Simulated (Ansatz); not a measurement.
# From three elastic constants to directional properties of SiC

All numbers below come from DFT PBE, scalar-relativistic, plane waves, PAW (Ansatz 0.2.0). Settings: 420 eV plane-wave cutoff, Γ-centred 10×10×10 mesh, fixed occupations. No spin polarisation.

The cell, relaxed at this level:
```cif
data_structure
_symmetry_space_group_name_H-M 'F-43m'
_symmetry_Int_Tables_number 216
_cell_length_a 4.3797
_cell_length_b 4.3797
_cell_length_c 4.3797
_cell_angle_alpha 90.000
_cell_angle_beta 90.000
_cell_angle_gamma 90.000
_cell_volume 84.01
loop_
_atom_site_label
_atom_site_type_symbol
_atom_site_symmetry_multiplicity
_atom_site_Wyckoff_symbol
_atom_site_fract_x
_atom_site_fract_y
_atom_site_fract_z
_atom_site_occupancy
Si1 Si 4 a 0.00000 0.00000 0.00000 1
C1 C 4 d 0.25000 0.25000 0.75000 1
```

With ions relaxed, on the cubic axes: C11 = 383.5, C12 = 127.4, C44 = 239.3 GPa. The density is 3.170 g/cm³.

Q: Is the crystal stable against strain, and how anisotropic is it?

A: Born's conditions hold: C11 + 2C12 = 638.3, C11 − C12 = 256.1 and C44 = 239.3 GPa are all positive. B = (C11 + 2C12)/3 = 212.8 GPa. The two shear moduli are C44 and C′ = (C11 − C12)/2 = 128.0 GPa, so Zener's ratio is A = C44/C′ = 1.87: the tetragonal shear C′ is the soft one, as in many fcc and bcc metals and zincblende crystals. The Cauchy pressure C12 − C44 is -111.9 GPa; it would vanish for pair forces between atoms on inversion centres at zero pressure, and a negative value is usual with directional bonding, though many-body forces give one in some ionic oxides too.

Q: Give the sound speeds along the three symmetry directions.

A: The Christoffel equation gives ρv² for each branch:
```
direction branch                    ρv²    GPa v (m/s)
    [100]              L                    C11  383.5    10999
    [100]         T (×2) C44  239.3     8689
    [110]              L   (C11 + C12 + 2C44)/2  494.8    12493
    [110]   T, u ∥ [001]                    C44  239.3     8689
    [110]  T, u ∥ [1-10]          (C11 − C12)/2  128.0     6355
    [111]              L  (C11 + 2C12 + 4C44)/3  531.9    12953
    [111]         T (×2) (C11 − C12 + C44)/3  165.1     7218
```

In a piezoelectric crystal some branches stiffen further, which is left out.

Q: How does Young's modulus depend on direction?

A: Inverting gives S11 = 3.126, S12 = -0.780, S44 = 4.178 TPa⁻¹. Along a unit vector (l, m, n), 1/E = S11 − 2(S11 − S12 − S44/2)(l²m² + m²n² + n²l²), where the last bracket is 0, 1/4 and 1/3 for [100], [110] and [111]: E = 320, 451 and 522 GPa. With A > 1 the body diagonal is stiffest. For a film on (001), the biaxial modulus is C11 + C12 − 2C12²/C11 = 426 GPa and the normal strain is −2C12/C11 = -0.66 times the in-plane one.

Cost: 2 runs of about 4.7 core-minutes in all, on Intel Xeon Processor @ 2.50GHz (Skylake/Cascade Lake) (shared hosts).

Cubic SiC is stiff in every direction but far from isotropic: both Young's modulus and the longitudinal sound speed rise from [100] through [110] to [111]. The tetrahedral sp³ network explains this. Its bonds lie along the body diagonals, so a tetragonal shear leaves their lengths unchanged to first order and is resisted mainly by bond-angle bending, which gives the low C′ of 128.0 GPa. The shear measured by C44 also stretches and compresses bonds, and remains stiffer even though the two sublattices can shift against each other to relieve part of that strain. Pulling along [111] loads one set of bonds directly, whereas pulling along [100] can be accommodated largely by opening and closing angles. The high sound speeds reflect short, strong, partly polar covalent bonds combined with light atoms. PBE tends to lengthen such bonds slightly, so the moduli are probably somewhat low. The positive Born combinations establish stability against small homogeneous strains only, not against short-wavelength phonons or transformation to the hexagonal polytypes.
